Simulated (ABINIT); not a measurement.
Here is an ABINIT 10.8.3 (patched build) calculation.

The input run.abi:

```
# Pseudopotentials
pp_dirpath "./"
pseudos "Sb.GGA_PBE-JTH.xml"

# Structure
acell 3*1.0 Angstrom
rprim
    -1.8713408863     1.8713408863     1.8713408863
     1.8713408863    -1.8713408863     1.8713408863
     1.8713408863     1.8713408863    -1.8713408863
ntypat 1
znucl 51
natom 1
typat 1
xred
     0.0000000000     0.0000000000     0.0000000000

# Plane-wave basis
ecut 435.382180 eV
pawecutdg 32.0
pawxcdev 0

# k points
kptopt 1
ngkpt 10 10 10
nshiftk 1
shiftk 0.0 0.0 0.0

# Exchange and correlation
ixc 11

# Bands and occupations
nband 12
occopt 3
tsmear 0.05 eV

# SCF cycle
nstep 100
tolvrs 1.0e-9

# Output
iomode 3
prtwf 0
prteig 0
prtebands 0
enunit 2
prtden 1
prtvha 1
prtvclmb 1
prtpot 1
```

Potentials or basis: JTH PAW PBE v2.0.

The run is started by

```console
$ abinit run.abi > log 2>&1
```

What does it give for the band gap on the k mesh?

None (metal or under the smearing width).

What does it give for the pressure?

3.0 GPa.

The run has no spin-orbit coupling, so splittings on Sb are missing.
